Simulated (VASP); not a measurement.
Runs of VASP 6.6.1 on Al2O3. It takes space group R-3c (No. 167, trigonal). The conventional cell has a = 4.760 Å, b = 4.760 Å, c = 12.993 Å, α = 90.00°, β = 90.00°, γ = 120.00°. Al (site symmetry 3) is surrounded by 6 O at 1.85 to 1.97 Å. Around O (site symmetry 2) lie 4 Al at 1.85 to 1.97 Å. The cell was built by a generator and needn't be a form met in nature.

```csv
task,level,potentials or basis,further INCAR settings,gap on the mesh (eV),pressure (GPa),largest force (eV/Å)
dielectric tensor,PBE,"VASP PAW PBE potentials, release 64 (Al, O)",ALGO = Fast; EDIFF = 1e-08,6.22,-,-
single point,PBEsol,"VASP PAW PBE potentials, release 64 (Al, O)",ALGO = Fast; EDIFF = 1e-07,(b),1.9,0.05
single point,LDA,"VASP PAW LDA potentials, release 64 (Al, O)",ALGO = Fast; EDIFF = 1e-07,6.18,-4.4,0.08
single point,PBE,"VASP PAW PBE potentials, release 64 (Al, O)",ALGO = Fast; EDIFF = 1e-07,6.22,7.3,0.03
single point,SCAN,"VASP PAW PBE potentials, release 64 (Al, O)",ALGO = Normal; EDIFF = 1e-07,7.09,-1.8,(a)
```

Alike in all rows: no spin polarisation; cell as given; k mesh 4 × 4 × 4; cutoff (eV) 520; smearing fermi-dirac 0.05 eV.

Task: Estimate the missing entries.

Result: (a) 0.07; (b) 6.13.

Caveats: the PAW data sets were made with another functional, which shifts forces and pressure a little (some runs).

A k mesh can miss the band edges.

Not every run made on this cell is shown here.
